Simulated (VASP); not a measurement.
# Na (P6_3/mmc) in VASP: single point with r2SCAN

Aim: the single point of Na with r2SCAN.

Everything below comes from runs of VASP 6.6.1. Logs are shortened: lines on timing, memory, paths and dates and some standing lists are left out, and cuts for length are marked.

## Step 1: The crystal as given

Symmetry: P6_3/mmc, No. 194, hexagonal system. The conventional cell has a = 3.765 Å, b = 3.765 Å, c = 6.160 Å, α = 90.00°, β = 90.00°, γ = 120.00°. Na (site symmetry -6m2) is surrounded by 12 Na at 3.76 to 3.77 Å.

This isn't the form of Na at room conditions, which is bcc.

## Step 2: Single point, r2SCAN

POSCAR reads:

```
Na
1.0
    3.7646901374      0.0000000000      0.0000000000
   -1.8823450687      3.2603172964      0.0000000000
    0.0000000000      0.0000000000      6.1599097404
Na
2
Direct
    0.3333333333      0.6666666667      0.2500000000
    0.6666666667      0.3333333333      0.7500000000
```

INCAR.step1 reads:

```
SYSTEM = Na
PREC = Accurate ; ENCUT = 520
ISMEAR = 0 ; SIGMA = 0.1
LREAL = .False. ; LASPH = .True.
NELM = 100 ; NBANDS = 14
GGA = PE ; ALGO = Normal
EDIFF = 1E-4 ; LWAVE = .True.
LCHARG = .False.
```

INCAR.step2 reads:

```
SYSTEM = Na
PREC = Accurate ; ENCUT = 520
EDIFF = 1E-7 ; ISMEAR = 0
SIGMA = 0.1 ; LREAL = .False.
LASPH = .True. ; NELM = 100
ALGO = Normal ; ISIF = 2
LWAVE = .False. ; LCHARG = .True.
METAGGA = R2SCAN ; LMIXTAU = .True.
LELF = .True. ; LVHAR = .True.
NBANDS = 14 ; ISTART = 1
```

KPOINTS reads:

```
regular mesh
0
Gamma
  15 15 8
  0 0 0
```

Potentials or basis: VASP PAW PBE potentials, release 64 (Na_pv).

The run is started by

```bash
cat potpaw_PBE.64/Na_pv/POTCAR > POTCAR
cp INCAR.step1 INCAR
mpirun -np 1 vasp_std > vasp.out
cp INCAR.step2 INCAR
mpirun -np 1 vasp_std > vasp.out
```

OUTCAR:

```text
SYSTEM = Na
   PREC = Accurate
   ENCUT = 520
   EDIFF = 1E-7
   ISMEAR = 0
   LREAL = .False.
   LASPH = .True.
   NELM = 100
   ISIF = 2
   METAGGA = R2SCAN
   ISTART = 1

 ion  position               nearest neighbor table
   1  0.333  0.667  0.250-
   2  0.667  0.333  0.750-

  LATTYP: Found a hexagonal cell.
 ALAT       =     3.7646901374
 C/A-ratio  =     1.6362328679

  Lattice vectors:

 A1 = (   3.7646901374,   0.0000000000,   0.0000000000)
 A2 = (  -1.8823450687,   3.2603172964,   0.0000000000)
 A3 = (   0.0000000000,   0.0000000000,   6.1599097404)

Analysis of symmetry for initial positions (statically):
=====================================================================
 Subroutine PRICEL returns:
 Original cell was already a primitive cell.

 Routine SETGRP: Setting up the symmetry group for a
 hexagonal supercell.

 Subroutine GETGRP returns: Found 24 space group operations
 (whereof 12 operations were pure point group operations)
 out of a pool of 24 trial point group operations.

The static configuration has the point symmetry D_3d.
 The point group associated with its full space group is D_6h.

Analysis of symmetry for dynamics (positions and initial velocities):
=====================================================================
 Subroutine PRICEL returns:
 Original cell was already a primitive cell.

 Routine SETGRP: Setting up the symmetry group for a
 hexagonal supercell.

 Subroutine GETGRP returns: Found 24 space group operations
 (whereof 12 operations were pure point group operations)
 out of a pool of 24 trial point group operations.

The dynamic configuration has the point symmetry D_3d.
 The point group associated with its full space group is D_6h.

 Subroutine INISYM returns: Found 24 space group operations
 (whereof 12 operations are pure point group operations),
 and found     1 'primitive' translations

----------------------------------------------------------------------------------------

                                     Primitive cell

  volume of cell :      75.6073

  direct lattice vectors                    reciprocal lattice vectors
     3.764690137  0.000000000  0.000000000     0.265626111  0.153359307  0.000000000
    -1.882345069  3.260317296  0.000000000     0.000000000  0.306718613  0.000000000
     0.000000000  0.000000000  6.159909740     0.000000000  0.000000000  0.162340041

  length of vectors
     3.764690137  3.764690137  6.159909740     0.306718613  0.306718613  0.162340041

  position of ions in fractional coordinates (direct lattice)
     0.333333333  0.666666667  0.250000000
     0.666666667  0.333333333  0.750000000

  ion indices of the primitive-cell ions
   primitive index   ion index
                 1           1
                 2           2

----------------------------------------------------------------------------------------

 KPOINTS: regular mesh

Automatic generation of k-mesh.
 Grid dimensions read from file:
 generate k-points for:   15   15    8

 Generating k-lattice:

  Cartesian coordinates                     Fractional coordinates (reciprocal lattice)
     0.017708407  0.010223954  0.000000000     0.066666667  0.000000000  0.000000000
     0.000000000  0.020447908  0.000000000     0.000000000  0.066666667  0.000000000
     0.000000000  0.000000000  0.020292505     0.000000000  0.000000000  0.125000000

  Length of vectors
     0.020447908  0.020447908  0.020292505

  Shift w.r.t. Gamma in fractional coordinates (k-lattice)
     0.000000000  0.000000000  0.000000000

 Subroutine IBZKPT returns following result:
 ===========================================

 Found    135 irreducible k-points:

 Following reciprocal coordinates:
            Coordinates               Weight
  0.000000  0.000000  0.000000      1.000000
  0.066667 -0.000000  0.000000      6.000000
  0.133333 -0.000000  0.000000      6.000000
  0.200000 -0.000000  0.000000      6.000000
  0.266667 -0.000000  0.000000      6.000000
  0.333333 -0.000000  0.000000      6.000000
[... 16 lines left out ...]
  0.333333  0.200000  0.000000     12.000000
  0.400000  0.200000  0.000000      6.000000
 [... further k-points ...]
   k-points           NKPTS =    135   k-points in BZ     NKDIM =    135   number of bands    NBANDS=     14
   number of dos      NEDOS =    301   number of ions     NIONS =      2
   total plane-waves  NPLWV =  37632
   dimension x,y,z NGX =    28 NGY =   28 NGZ =   48
   dimension x,y,z NGXF=    56 NGYF=   56 NGZF=   96
   ions per type =               2
   NGX,Y,Z   is equivalent  to a cutoff of  12.36, 12.36, 12.95 a.u.
   NGXF,Y,Z  is equivalent  to a cutoff of  24.73, 24.73, 25.91 a.u.
 SYSTEM =  Na
   PREC   = accura    normal or accurate (medium, high low for compatibility)
   ISTART =      1    job   : 0-new  1-cont  2-samecut
   ICHARG =      0    charge: 1-file 2-atom 10-const
   ISPIN  =      1    spin polarized calculation?
   LNONCOLLINEAR =      F non collinear calculations
   LSORBIT =      F    spin-orbit coupling
   LASPH  =      T    aspherical Exc in radial PAW
   ENCUT  =  520.0 eV  38.22 Ry    6.18 a.u.   7.00  7.00 11.45*2*pi/ulx,y,z
   NELM   =    100;   NELMIN=  2; NELMDL=  0     # of ELM steps
   EDIFF  = 0.1E-06   stopping-criterion for ELM
   LREAL  =      F    real-space projection
   EDIFFG = 0.1E-05   stopping-criterion for IOM
   NSW    =      0    number of steps for IOM
   IBRION =     -1    ionic relax: 0-MD 1-quasi-New 2-CG
   NFREE  =      0    steps in history (QN), initial steepest desc. (CG)
   ISIF   =      2    stress and relaxation
   ISYM   =      2    0-nonsym 1-usesym 2-fastsym
   POTIM  = 0.5000    time-step for ionic-motion
   TEBEG  =    0.0;   TEEND  =   0.0 temperature during run
   PSTRESS=    0.0 pullay stress
   NELECT =      14.0000    total number of electrons
   NUPDOWN=      -1.0000    fix difference up-down
   EMIN   =  10.00;   EMAX   =-10.00  energy-range for DOS
   EFERMI =   0.00;   METHOD = LEGACY
   ISMEAR =     0;   SIGMA  =   0.10  broadening in eV -4-tet -1-fermi 0-gaus
   EFERMI_NEDOS =   21; number of points for ismear=-14 and -15
   IALGO  =     38    algorithm
   IMIX   =      4    mixing-type and parameters
     AMIX     =   0.40;   BMIX     =  1.00
     AMIX_MAG =   1.60;   BMIX_MAG =  1.00
  volume/ion in A,a.u.               =      37.80       255.11
  Fermi-wavevector in a.u.,A,eV,Ry     =   0.933103  1.763309 11.846343  0.870682
  Thomas-Fermi vector in A             =   2.059770
   LORBIT       =      0    0 simple, 1 ext, 2 COOP (PROOUT), +10 PAW based schemes
   METAGGA = R2SCAN    functional components
   LHFCALC =     F    Hartree Fock is set to
   AEXX    =    0.0000 exact exchange contribution
   IVDW    =     0    specifies the selected vdW correction
   LEPSILON=     F    determine dielectric tensor
   LRPA    =     F    only Hartree local field effects (RPA)
 non-spin polarized calculation
 Gauss-broadening in eV      SIGMA  =   0.10
  energy-cutoff  :      520.00
  volume of cell :       75.61
 maximum number of plane-waves:      2055
 NGX is ok and might be reduce to    28
   NGX = 13   NGY = 13   NGZ = 23

 number of electron      14.0000012 magnetization

 Free energy of the ion-electron system (eV)
  ---------------------------------------------------
  ext. energy  EPLUGINS =         0.00000000
  ---------------------------------------------------
  free energy    TOTEN  =        -7.10690710 eV

  energy without entropy =       -7.10118666  energy(sigma->0) =       -7.10404688

 E-fermi :   0.3114     XC(G=0):  -6.8639

 val. band max:        0.3011659184   @ k =   0.2667  -0.0000   0.2500
 cond. band min:       0.3132581029   @ k =   0.2000   0.2000   0.3750
 fundamental gap:      0.0120921845
 Fermi energy:         0.3113639305

 k-point     1 :       0.0000    0.0000    0.0000
  band No.  band energies     occupation
      1     -25.7645      2.00000
      2     -25.7363      2.00000
      3     -25.7361      2.00000
      4     -25.7318      2.00000
      5     -25.7316      2.00000
      6     -25.7314      2.00000
      7      -3.1567      2.00000
      8       0.7796      0.00000
      9       1.4310      0.00000
     10      10.8433      0.00000
     11      10.8435      0.00000
     12      11.3177      0.00000
     13      11.3489      0.00000
     14      11.3489      0.00000

 k-point     2 :       0.0667   -0.0000    0.0000
  band No.  band energies     occupation
      1     -25.7640      2.00000
      2     -25.7373      2.00000
      3     -25.7366      2.00000
      4     -25.7328      2.00000
      5     -25.7319      2.00000
      6     -25.7316      2.00000
      7      -3.0872      2.00000
      8       0.8423      0.00000
      9       1.4969      0.00000
     10       9.5255      0.00000
     11      10.2986      0.00000
     12      10.7728      0.00000
     13      11.9536      0.00000
     14      12.0280      0.00000

 k-point     3 :       0.1333   -0.0000    0.0000
  band No.  band energies     occupation
      1     -25.7626      2.00000
      2     -25.7403      2.00000
      3     -25.7376      2.00000
      4     -25.7359      2.00000
      5     -25.7325      2.00000
      6     -25.7321      2.00000
      7      -2.8793      2.00000
      8       1.0304      0.00000
      9       1.6923      0.00000
     10       7.9304      0.00000
     11       9.6545      0.00000
     12       9.9071      0.00000
     13      11.4567      0.00000
     14      12.1493      0.00000
[... 324 lines left out ...]
 k-point    23 :       0.3333    0.2000    0.0000
  band No.  band energies     occupation
      1     -25.7582      2.00000
      2     -25.7540      2.00000
      3     -25.7486      2.00000
      4     -25.7476      2.00000
      5     -25.7417      2.00000
      6     -25.7399      2.00000
      7       0.1406      1.98426
      8       2.0540      0.00000
      9       3.7212      0.00000
     10       3.8712      0.00000
     11       5.1172      0.00000
     12       5.7796      0.00000
     13       7.2771      0.00000
     14       7.6909      0.00000

 k-point    24 :       0.4000    0.2000    0.0000
  band No.  band energies     occupation
      1     -25.7590      2.00000
      2     -25.7540      2.00000
      3     -25.7486      2.00000
      4     -25.7474      2.00000
      5     -25.7421      2.00000
      6     -25.7408      2.00000
      7       0.9232      0.00000
      8       1.1813      0.00000
      9       3.7392      0.00000
     10       4.7290      0.00000
     11       4.7933      0.00000
     12       5.3529      0.00000
     13       6.8417      0.00000
     14       7.6265      0.00000

 [... further k-points ...]

------------------------ aborting loop because EDIFF is reached ----------------------------------------

  FORCE on cell =-STRESS in cart. coord.  units (eV):
  Direction    XX          YY          ZZ          XY          YZ          ZX
  --------------------------------------------------------------------------------------
  -------------------------------------------------------------------------------------
  Total        0.0195306      0.0195306      0.0035636      0.0000000      0.0000000      0.0000000
  in kB        0.4138689      0.4138689      0.0755155      0.0000000      0.0000000      0.0000000
  external PRESSURE =       0.3010845 kB  Pullay stress =       0.0000000 kB

 VOLUME and BASIS-vectors are now :
 -----------------------------------------------------------------------------
  energy-cutoff  :      520.00
  volume of cell :       75.61
      direct lattice vectors                 reciprocal lattice vectors
     3.764690137  0.000000000  0.000000000     0.265626111  0.153359307  0.000000000
    -1.882345069  3.260317296  0.000000000     0.000000000  0.306718613  0.000000000
     0.000000000  0.000000000  6.159909740     0.000000000  0.000000000  0.162340041

 POSITION                                       TOTAL-FORCE (eV/Angst)
 -----------------------------------------------------------------------------------
     -0.00000      2.17354      1.53998        -0.000000      0.000000      0.000000
      1.88235      1.08677      4.61993         0.000000     -0.000000     -0.000000
 -----------------------------------------------------------------------------------
    total drift:                               -0.000000      0.000000      0.000000

  FREE ENERGIE OF THE ION-ELECTRON SYSTEM (eV)
  ---------------------------------------------------
  free  energy   TOTEN  =        -7.1069070979 eV

  energy  without entropy=       -7.1011866615  energy(sigma->0) =       -7.10404688
```

Run time: 5.7 min. Hardware: 1 thread of AMD EPYC 9R45 (Zen 5), shared host; peak memory 0.22 GiB.

Results:

- Free energy: -7.1069 eV
- Pressure: 0.0 GPa
- Band gap on the k mesh: none (metal or under the smearing width)

Caveat: the PAW data sets were made with another functional, which shifts forces and pressure a little.
